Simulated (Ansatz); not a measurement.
# InSb: stress in a strained cell

InSb is deformed so: zz strain of -2 %. What stress and forces result, by LAPW, PAW and all-electron datasets made for the crystal?

Method: DFT PBE, scalar-relativistic, in Ansatz 0.2.0.

## Step 1: The structure to begin with

Symmetry: Pmmn, No. 59, orthorhombic system. The conventional cell has a = 5.357 Å, b = 5.712 Å, c = 3.063 Å, α = 90.00°, β = 90.00°, γ = 90.00°. In (site symmetry mm2) is surrounded by 4 Sb at 2.73 to 2.90 Å and 2 In at 3.06 Å. Around Sb (site symmetry mm2) lie 4 In at 2.73 to 2.90 Å and 2 Sb at 3.06 Å.

Coordinates:

```cif
data_structure
_symmetry_space_group_name_H-M 'P 1'
_symmetry_Int_Tables_number 1
_cell_length_a 5.3570
_cell_length_b 5.7120
_cell_length_c 3.0630
_cell_angle_alpha 90.000
_cell_angle_beta 90.000
_cell_angle_gamma 90.000
_cell_volume 93.73
loop_
_atom_site_label
_atom_site_type_symbol
_atom_site_fract_x
_atom_site_fract_y
_atom_site_fract_z
_atom_site_occupancy
In1 In 0.00000 0.00000 0.00000 1
In2 In 0.50000 0.50000 0.00000 1
Sb1 Sb 0.50000 0.00000 0.83500 1
Sb2 Sb 0.00000 0.50000 0.16500 1
```

Atoms are numbered in the order of the input: In1, In2, Sb3, Sb4.

## Step 2: After the deformation

Space group Pmmn before, Pmmn after.

## Step 3: LAPW, all electrons

The input, input.yaml:

```yaml
crystal:
  lattice:
    - [5.357, 0.0, 0.0]
    - [0.0, 5.712, 0.0]
    - [0.0, 0.0, 3.00174]
  atoms:
    - { symbol: In, position: [0.0, 0.0, 0.0] }
    - { symbol: In, position: [0.5, 0.5, 0.0] }
    - { symbol: Sb, position: [0.5, 0.0, 0.835] }
    - { symbol: Sb, position: [0.0, 0.5, 0.165] }
kpoints:
  mp_grid: { grid: [6, 6, 11] }
  band_path:
    path:
      - [0.0, 0.0, 0.0]
      - [0.5, 0.0, 0.0]
      - [0.5, 0.5, 0.0]
      - [0.0, 0.5, 0.0]
      - [0.0, 0.0, 0.0]
      - [0.0, 0.0, 0.5]
      - [0.5, 0.0, 0.5]
      - [0.5, 0.5, 0.5]
      - [0.0, 0.5, 0.5]
    npoints: 5
scf:
  occupations: { method: fermi_dirac, width: 0.08 }
hamiltonian:
  xc: pbe
  pseudopotentials: { kind: all_electron, lapw: { basis_error: 0.001 } }
output:
  forces: true
  stress: true
  eigenvalues: true
```

Launch:

```
> ansatz run input.yaml --threads 1 --pin off --max-ram 4096MiB --backend cpu --events-out ev --progress --plain --runs-dir out
```

## Step 4: Frozen-core PAW

The input, input.yaml:

```yaml
crystal:
  lattice:
    - [5.357, 0.0, 0.0]
    - [0.0, 5.712, 0.0]
    - [0.0, 0.0, 3.00174]
  atoms:
    - { symbol: In, position: [0.0, 0.0, 0.0] }
    - { symbol: In, position: [0.5, 0.5, 0.0] }
    - { symbol: Sb, position: [0.5, 0.0, 0.835] }
    - { symbol: Sb, position: [0.0, 0.5, 0.165] }
kpoints:
  mp_grid: { grid: [6, 6, 11] }
scf:
  occupations: { method: fermi_dirac, width: 0.08 }
hamiltonian:
  xc: pbe
  pseudopotentials: { kind: paw }
output:
  forces: true
  stress: true
  eigenvalues: true
  efg: { contact_densities: true }
```

## Step 5: Datasets made for this crystal

input.yaml: that of step 4 with these lines changed.

```diff
@@ -16,3 +16,3 @@
   xc: pbe
-  pseudopotentials: { kind: paw }
+  pseudopotentials: { kind: all_electron, datasets: crystal }
 output:
```

(Steps that only read results are left out.)

**Question.** What will these runs give? Wanted: pressure; largest shear or deviatoric stress.

The runs gave:

| quantity | value |
| --- | --- |
| pressure | LAPW 19.97, PAW 19.97, crystal datasets 19.98 GPa |
| largest shear or deviatoric stress (LAPW) | 11.44 GPa |

The largest part of the stress beyond the pressure is 11.44 GPa in size, in the xx component; the atoms are carried along and not relaxed. No run of the undeformed cell stands beside it, so the pressure holds what the given cell had before the change. PAW: stress within 0.01 GPa of LAPW, forces within 1 meV/Å. Crystal datasets: stress within 0.01 GPa of LAPW, forces within 1 meV/Å. Spin-orbit coupling is left out, though the cell holds Sb; in elements this heavy it can shift bands and gaps by tenths of an eV.
